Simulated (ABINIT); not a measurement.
# Ge (Fd-3m) in ABINIT: settings compared

Aim: see how the results for Ge move with the level of theory and the settings. Levels: LDA, PBE, TB-mBJ. Tasks: band structure.

All numbers are computed with ABINIT 10.8.3 (patched build); they aren't measurements. Logs are shortened: lines on timing, memory, paths and dates and some standing lists are left out, and cuts for length are marked. The log counts tension as positive stress, the text compression.

**What was measured.**

“Temperature-dependent photoluminescence in Ge: experiment and theory”, 2020, arxiv:2003.00143 reports, for a bulk crystal of Ge at 0 K: band gap 0.744 eV (indirect).

From “Electronic and optical properties of SixGe1-x-ySny alloys lattice-matched to Ge”, 2021, arxiv:2109.02782, for a bulk crystal of Ge at 300 K: band gap 0.807 eV (direct).

The results are compared with them further down.

## 1. The structure

The structure is cubic, space group Fd-3m (No. 227). Conventional cell: a = 5.658 Å, b = 5.658 Å, c = 5.658 Å, α = 90.00°, β = 90.00°, γ = 90.00°. Around Ge (site symmetry -43m) lie 4 Ge at 2.45 Å.

## 2. Band structure, LDA, spin-orbit coupling, no magnetisation

Contents of run.abi:

```
# Datasets: ground state, then fixed potential
ndtset 2

# Pseudopotentials
pp_dirpath "./"
pseudos "Ge.hgh"

# Structure
acell 3*1.0 Angstrom
rprim
     0.0000000000     2.8289100000     2.8289100000
     2.8289100000     0.0000000000     2.8289100000
     2.8289100000     2.8289100000     0.0000000000
ntypat 1
znucl 32
natom 2
typat 1 1
xred
     0.7500000000     0.7500000000     0.7500000000
     0.5000000000     0.5000000000     0.5000000000

# Plane-wave basis
ecut 16.0

# Exchange and correlation
ixc 7

# Bands and occupations
occopt 3
tsmear 0.05 eV

# Spin
nspinor 2
nspden 1
so_psp 1*1

# SCF cycle
nstep 100

# Output
iomode 3
prtwf 0
prteig 0
prtebands 0
prtden1 1

# Dataset 1
kptopt1 1
ngkpt1 8 8 8
nshiftk1 1
shiftk1 0.0 0.0 0.0
nband1 16
tolvrs1 1.0e-10

# Dataset 2: bands along G-X-W-K-G-L-U-W-L-K
iscf2 -2
getden2 1
nband2 24
nbdbuf2 2
tolwfr2 1.0e-12
kptopt2 -9
ndivsm2 8
prteig2 1
prtvol2 -3
kptbounds2
     0.0000000000     0.0000000000     0.0000000000
     0.5000000000     0.0000000000     0.5000000000
     0.5000000000     0.2500000000     0.7500000000
     0.3750000000     0.3750000000     0.7500000000
     0.0000000000     0.0000000000     0.0000000000
     0.5000000000     0.5000000000     0.5000000000
     0.6250000000     0.2500000000     0.6250000000
     0.5000000000     0.2500000000     0.7500000000
     0.5000000000     0.5000000000     0.5000000000
     0.3750000000     0.3750000000     0.7500000000
```

Potentials or basis: HGH LDA.

Launch:

```console
$ abinit run.abi > log 2>&1
```

run.abo:

```text
.Version 10.8.3 of ABINIT
 DATASET    1 : space group Fd -3 m (#227); Bravais cF (face-center cubic)
================================================================================
 Values of the parameters that define the memory need for DATASET  1.
     intxc =       0    ionmov =       0      iscf =       7    lmnmax =       9
     lnmax =       9     mgfft =      30  mpssoang =       5    mqgrid =    3001
     natom =       2  nloc_mem =       1    nspden =       1   nspinor =       2
    nsppol =       1      nsym =      48    n1xccc =       0    ntypat =       1
    occopt =       3   xclevel =       1
       mpw =         950          nfft =       27000          nkpt =          29
================================================================================
================================================================================

 DATASET    2 : space group Fd -3 m (#227); Bravais cF (face-center cubic)
================================================================================
 Values of the parameters that define the memory need for DATASET  2.
     intxc =       0    ionmov =       0      iscf =      -2    lmnmax =       9
     lnmax =       9     mgfft =      30  mpssoang =       5    mqgrid =    3001
     natom =       2  nloc_mem =       1    nspden =       1   nspinor =       2
    nsppol =       1      nsym =      48    n1xccc =       0    ntypat =       1
    occopt =       3   xclevel =       1
       mpw =         950          nfft =       27000          nkpt =         139
================================================================================
================================================================================

--------------------------------------------------------------------------------
------------- Echo of variables that govern the present computation ------------
--------------------------------------------------------------------------------
 -outvars: echo values of preprocessed input variables --------
            acell      1.8897261259E+00  1.8897261259E+00  1.8897261259E+00 Bohr
              amu      7.26100000E+01
             ecut      1.60000000E+01 Hartree
           getden1          0
           getden2          1
             iscf1          7
             iscf2         -2
              ixc           7
           jdtset        1    2
           kptopt1          1
           kptopt2         -9
         kptrlatt        8    0    0      0    8    0      0    0    8
          kptrlen1     6.04815598E+01
          kptrlen2     3.00000000E+01
            natom           2
            nband1         16
            nband2         24
[... 1385 lines left out ...]
    1        2.00000          1.70812213
    2        2.00000          1.66156291
================================================================================

 ----iterations are completed or convergence reached----

 Mean square residual over all n,k,spin=   38.664E-14; max=  99.930E-14
 reduced coordinates (array xred) for    2 atoms
       0.750000000000      0.750000000000      0.750000000000
       0.500000000000      0.500000000000      0.500000000000

 cartesian coordinates (angstrom) at end:
    1      4.24336500000000     4.24336500000000     4.24336500000000
    2      2.82891000000000     2.82891000000000     2.82891000000000
 length scales=  1.889726125908  1.889726125908  1.889726125908 bohr
              =  1.000000000000  1.000000000000  1.000000000000 angstroms
 Eigenvalues (hartree) for nkpt= 139  k points:
 kpt#   1, nband= 24, wtk=  1.00000, kpt=  0.0000  0.0000  0.0000 (reduced coord)
  -0.31618   -0.31618    0.14464    0.14464    0.15058    0.15058    0.15588    0.15588
   0.15588    0.15588    0.24223    0.24223    0.25041    0.25041    0.25041    0.25041
   0.38534    0.38534    0.50219    0.50219    0.50219    0.50219    0.55118    0.55118
 kpt#   2, nband= 24, wtk=  1.00000, kpt=  0.0217  0.0000  0.0217 (reduced coord)
  -0.31590   -0.31590    0.13484    0.13484    0.14739    0.14739    0.15434    0.15434
   0.16749    0.16749    0.24297    0.24297    0.25055    0.25055    0.25207    0.25207
   0.38700    0.38700    0.49607    0.49607    0.50249    0.50249    0.55245    0.55260
 kpt#   3, nband= 24, wtk=  1.00000, kpt=  0.0435  0.0000  0.0435 (reduced coord)
  -0.31506   -0.31506    0.11994    0.11994    0.14357    0.14357    0.15008    0.15008
   0.18227    0.18227    0.24240    0.24240    0.25354    0.25354    0.25680    0.25680
   0.39185    0.39185    0.48240    0.48240    0.50340    0.50340    0.55411    0.55425
 kpt#   4, nband= 24, wtk=  1.00000, kpt=  0.0652  0.0000  0.0652 (reduced coord)
  -0.31365   -0.31365    0.10469    0.10469    0.13810    0.13810    0.14390    0.14390
   0.19696    0.19696    0.23876    0.23876    0.26074    0.26074    0.26403    0.26403
   0.39948    0.39948    0.46633    0.46633    0.50492    0.50492    0.55691    0.55725
 kpt#   5, nband= 24, wtk=  1.00000, kpt=  0.0870  0.0000  0.0870 (reduced coord)
[... 525 lines left out ...]
   0.20205    0.20205    0.34218    0.34218    0.37364    0.37364    0.39196    0.39196
   0.45257    0.45257    0.50664    0.50664    0.62161    0.62161    0.66310    0.66310
 kpt# 137, nband= 24, wtk=  1.00000, kpt=  0.3929  0.3929  0.7143 (reduced coord)
  -0.20141   -0.20141   -0.14391   -0.14391   -0.00717   -0.00717    0.06213    0.06213
   0.19890    0.19890    0.32959    0.32959    0.38956    0.38956    0.40473    0.40473
   0.44856    0.44856    0.50618    0.50618    0.63955    0.63955    0.67089    0.67089
 kpt# 138, nband= 24, wtk=  1.00000, kpt=  0.3839  0.3839  0.7321 (reduced coord)
  -0.19616   -0.19616   -0.14906   -0.14906   -0.00749   -0.00749    0.05923    0.05923
   0.19611    0.19611    0.31583    0.31583    0.40567    0.40567    0.41606    0.41606
   0.44676    0.44676    0.50840    0.50840    0.64836    0.64836    0.68383    0.68383
 kpt# 139, nband= 24, wtk=  1.00000, kpt=  0.3750  0.3750  0.7500 (reduced coord)
  -0.19217   -0.19217   -0.15323   -0.15323   -0.00611   -0.00611    0.05678    0.05678
   0.19380    0.19380    0.30230    0.30230    0.41680    0.41680    0.42504    0.42504
   0.45096    0.45096    0.51408    0.51408    0.64809    0.64809    0.69570    0.69570

== END DATASET(S) ==============================================================
================================================================================

 -outvars: echo values of variables after computation  --------
            acell      1.8897261259E+00  1.8897261259E+00  1.8897261259E+00 Bohr
           etotal1    -7.9911725808E+00
            fcart1    -0.0000000000E+00 -0.0000000000E+00 -0.0000000000E+00
                      -0.0000000000E+00 -0.0000000000E+00 -0.0000000000E+00
            rprim      0.0000000000E+00  2.8289100000E+00  2.8289100000E+00
                       2.8289100000E+00  0.0000000000E+00  2.8289100000E+00
                       2.8289100000E+00  2.8289100000E+00  0.0000000000E+00
           strten1     1.0258220122E-04  1.0258220122E-04  1.0258220122E-04
                       0.0000000000E+00  0.0000000000E+00  0.0000000000E+00
           xangst      4.2433650000E+00  4.2433650000E+00  4.2433650000E+00
                       2.8289100000E+00  2.8289100000E+00  2.8289100000E+00
             xred      7.5000000000E-01  7.5000000000E-01  7.5000000000E-01
                       5.0000000000E-01  5.0000000000E-01  5.0000000000E-01
 Calculation completed.
```

Wall time 2.1 min (1 thread of Arm Neoverse V1, shared host); peak memory 0.15 GiB.

Results:

```
Free energy                                           : -217.4509 eV
Pressure                                              : -3.0 GPa
Band gap on the k mesh                                : none (metal or under the smearing width)
Valence electrons inside the program's atomic spheres : Ge 1.71, 1.66 (radii [1.0584] Å)
```

Levels at the corners of the path, in eV from the Fermi level:
| point | band 5 | band 6 | band 7 | band 8 | band 9 | band 10 | band 11 | band 12 |
| --- | --- | --- | --- | --- | --- | --- | --- | --- |
| Γ | -0.09 | -0.09 | 0.05 | 0.05 | 0.05 | 0.05 | 2.40 | 2.40 |
| X | -3.08 | -3.08 | -3.08 | -3.08 | 0.67 | 0.67 | 0.67 | 0.67 |
| W | -3.96 | -3.96 | -3.88 | -3.88 | 4.22 | 4.22 | 4.36 | 4.36 |
| K | -4.35 | -4.35 | -2.64 | -2.64 | 1.09 | 1.09 | 4.04 | 4.04 |
| Γ | -0.09 | -0.09 | 0.05 | 0.05 | 0.05 | 0.05 | 2.40 | 2.40 |
| L | -1.52 | -1.52 | -1.33 | -1.33 | 0.09 | 0.09 | 3.68 | 3.68 |
| U | -4.35 | -4.35 | -2.64 | -2.64 | 1.09 | 1.09 | 4.04 | 4.04 |
| W | -3.96 | -3.96 | -3.88 | -3.88 | 4.22 | 4.22 | 4.36 | 4.36 |
| L | -1.52 | -1.52 | -1.33 | -1.33 | 0.09 | 0.09 | 3.68 | 3.68 |
| K | -4.35 | -4.35 | -2.64 | -2.64 | 1.09 | 1.09 | 4.04 | 4.04 |

Caveat: HGH potentials are hard and often keep d shells in the core, so these values are rough; this crystal is a semiconductor, whose small gap the functional closes, so the metal is an error of the method.

## 3. Band structure, LDA

run.abi: that of step 2 with these lines changed.

```diff
@@ -8,7 +8,7 @@
 # Structure
-acell 3*1.0 Angstrom
+acell 7.5601949712 7.5601949712 7.5601949712
 rprim
-     0.0000000000     2.8289100000     2.8289100000
-     2.8289100000     0.0000000000     2.8289100000
-     2.8289100000     2.8289100000     0.0000000000
+     0.0000000000     0.7071067812     0.7071067812
+     0.7071067812     0.0000000000     0.7071067812
+     0.7071067812     0.7071067812     0.0000000000
 ntypat 1
@@ -31,7 +31,2 @@
 
-# Spin
-nspinor 2
-nspden 1
-so_psp 1*1
-
 # SCF cycle
@@ -44,2 +39,3 @@
 prtebands 0
+enunit 2
 prtden1 1
@@ -51,3 +47,3 @@
 shiftk1 0.0 0.0 0.0
-nband1 16
+nband1 8
 tolvrs1 1.0e-10
@@ -57,3 +53,3 @@
 getden2 1
-nband2 24
+nband2 12
 nbdbuf2 2
@@ -61,5 +57,4 @@
 kptopt2 -9
-ndivsm2 8
+ndivsm2 6
 prteig2 1
-prtvol2 -3
 kptbounds2
```

Potentials or basis: HGH LDA.

Launch:

```console
$ abinit run.abi > log 2>&1
```

run.abo:

```text
.Version 10.8.3 of ABINIT
 DATASET    1 : space group Fd -3 m (#227); Bravais cF (face-center cubic)
================================================================================
 Values of the parameters that define the memory need for DATASET  1.
     intxc =       0    ionmov =       0      iscf =       7    lmnmax =       6
     lnmax =       6     mgfft =      30  mpssoang =       3    mqgrid =    3001
     natom =       2  nloc_mem =       1    nspden =       1   nspinor =       1
    nsppol =       1      nsym =      48    n1xccc =       0    ntypat =       1
    occopt =       3   xclevel =       1
       mpw =         950          nfft =       27000          nkpt =          29
================================================================================
================================================================================

 DATASET    2 : space group Fd -3 m (#227); Bravais cF (face-center cubic)
================================================================================
 Values of the parameters that define the memory need for DATASET  2.
     intxc =       0    ionmov =       0      iscf =      -2    lmnmax =       6
     lnmax =       6     mgfft =      30  mpssoang =       3    mqgrid =    3001
     natom =       2  nloc_mem =       1    nspden =       1   nspinor =       1
    nsppol =       1      nsym =      48    n1xccc =       0    ntypat =       1
    occopt =       3   xclevel =       1
       mpw =         950          nfft =       27000          nkpt =         103
================================================================================
================================================================================

--------------------------------------------------------------------------------
------------- Echo of variables that govern the present computation ------------
--------------------------------------------------------------------------------
 -outvars: echo values of preprocessed input variables --------
            acell      7.5601949712E+00  7.5601949712E+00  7.5601949712E+00 Bohr
              amu      7.26100000E+01
             ecut      1.60000000E+01 Hartree
           enunit           2
           getden1          0
           getden2          1
             iscf1          7
             iscf2         -2
[... 1126 lines left out ...]
  -0.19218   -0.15324   -0.00601    0.05685    0.19384    0.30240    0.41728    0.42480
   0.45087    0.51406    0.64815    0.69576
 Eigenvalues (   eV  ) for nkpt= 103  k points:
 kpt#   1, nband= 12, wtk=  1.00000, kpt=  0.0000  0.0000  0.0000 (reduced coord)
  -8.60402    4.09663    4.14123    4.14123    4.14123    6.74147    6.74147    6.74147
  10.48581   13.66520   13.66520   15.02061
 kpt#   2, nband= 12, wtk=  1.00000, kpt=  0.0294  0.0000  0.0294 (reduced coord)
  -8.59005    3.54969    4.07221    4.07221    4.68376    6.69081    6.82856    6.82856
  10.56818   13.38140   13.68031   15.04987
 kpt#   3, nband= 12, wtk=  1.00000, kpt=  0.0588  0.0000  0.0588 (reduced coord)
  -8.54810    2.98132    3.88897    3.88897    5.23648    6.55186    7.06591    7.06591
  10.80231   12.82057   13.72565   15.13756
 kpt#   4, nband= 12, wtk=  1.00000, kpt=  0.0882  0.0000  0.0882 (reduced coord)
  -8.47839    2.41475    3.63753    3.63753    5.76595    6.35286    7.40698    7.40698
  11.15882   12.22191   13.80121   15.28411
 kpt#   5, nband= 12, wtk=  1.00000, kpt=  0.1176  0.0000  0.1176 (reduced coord)
  -8.38108    1.85204    3.35511    3.35511    6.12283    6.25175    7.81385    7.81385
  11.60755   11.67158   13.90701   15.48990
 kpt#   6, nband= 12, wtk=  1.00000, kpt=  0.1471  0.0000  0.1471 (reduced coord)
  -8.25602    1.29433    3.06479    3.06479    5.88375    6.65989    8.26287    8.26287
[... 278 lines left out ...]
  -5.99871   -3.53551    0.28590    2.05788    5.72270    8.74425    9.70996   10.59823
  12.68051   14.03332   15.45590   17.54830
 kpt# 100, nband= 12, wtk=  1.00000, kpt=  0.4125  0.4125  0.6750 (reduced coord)
  -5.80939   -3.64514    0.01478    1.90336    5.60829    9.30746   10.08804   10.22228
  12.47788   13.86939   16.22628   17.83474
 kpt# 101, nband= 12, wtk=  1.00000, kpt=  0.4000  0.4000  0.7000 (reduced coord)
  -5.60192   -3.80634   -0.14821    1.76362    5.48148    9.25686   10.24800   10.73462
  12.29102   13.77851   17.02448   18.08196
 kpt# 102, nband= 12, wtk=  1.00000, kpt=  0.3875  0.3875  0.7250 (reduced coord)
  -5.39274   -4.00108   -0.20347    1.64370    5.36642    8.74763   10.87808   11.20128
  12.16371   13.79965   17.58435   18.45217
 kpt# 103, nband= 12, wtk=  1.00000, kpt=  0.3750  0.3750  0.7500 (reduced coord)
  -5.22941   -4.16979   -0.16342    1.54690    5.27461    8.22875   11.35481   11.55935
  12.26883   13.98839   17.63715   18.93249

== END DATASET(S) ==============================================================
================================================================================

 -outvars: echo values of variables after computation  --------
            acell      7.5601949712E+00  7.5601949712E+00  7.5601949712E+00 Bohr
           etotal1    -7.9906565993E+00
            fcart1    -0.0000000000E+00 -0.0000000000E+00 -0.0000000000E+00
                      -0.0000000000E+00 -0.0000000000E+00 -0.0000000000E+00
            rprim      0.0000000000E+00  7.0710678120E-01  7.0710678120E-01
                       7.0710678120E-01  0.0000000000E+00  7.0710678120E-01
                       7.0710678120E-01  7.0710678120E-01  0.0000000000E+00
           strten1     1.0314026401E-04  1.0314026401E-04  1.0314026401E-04
                       0.0000000000E+00  0.0000000000E+00  0.0000000000E+00
           xangst      4.2433649972E+00  4.2433649972E+00  4.2433649972E+00
                       2.8289099981E+00  2.8289099981E+00  2.8289099981E+00
             xred      7.5000000000E-01  7.5000000000E-01  7.5000000000E-01
                       5.0000000000E-01  5.0000000000E-01  5.0000000000E-01
 Calculation completed.
```

Run time: 19 s. Hardware: 1 thread of Arm Neoverse V1, shared host; peak memory 0.11 GiB.

What came out:

```
Free energy                                           : -217.4368 eV
Pressure                                              : -3.0 GPa
Band gap on the k mesh                                : none (metal or under the smearing width)
Valence electrons inside the program's atomic spheres : Ge 1.71, 1.66 (radii [1.0584] Å)
```

Levels at the corners of the path, in eV from the Fermi level:
| point | band 1 | band 2 | band 3 | band 4 | band 5 | band 6 | band 7 | band 8 |
| --- | --- | --- | --- | --- | --- | --- | --- | --- |
| Γ | -12.77 | -0.07 | -0.02 | -0.02 | -0.02 | 2.58 | 2.58 | 2.58 |
| X | -8.92 | -8.92 | -3.05 | -3.05 | 0.70 | 0.70 | 9.48 | 9.48 |
| W | -8.83 | -8.83 | -3.90 | -3.90 | 4.32 | 4.32 | 4.68 | 4.68 |
| K | -9.39 | -8.33 | -4.33 | -2.62 | 1.11 | 4.07 | 7.19 | 7.40 |
| Γ | -12.77 | -0.07 | -0.02 | -0.02 | -0.02 | 2.58 | 2.58 | 2.58 |
| L | -10.71 | -7.62 | -1.40 | -1.40 | 0.12 | 3.75 | 3.75 | 7.10 |
| U | -9.39 | -8.33 | -4.33 | -2.62 | 1.11 | 4.07 | 7.19 | 7.40 |
| W | -8.83 | -8.83 | -3.90 | -3.90 | 4.32 | 4.32 | 4.68 | 4.68 |
| L | -10.71 | -7.62 | -1.40 | -1.40 | 0.12 | 3.75 | 3.75 | 7.10 |
| K | -9.39 | -8.33 | -4.33 | -2.62 | 1.11 | 4.07 | 7.19 | 7.40 |

Caveat: HGH potentials are hard and often keep d shells in the core, so these values are rough; this crystal is a semiconductor, whose small gap the functional closes, so the metal is an error of the method.

(Part 1 of 2 ends here.)
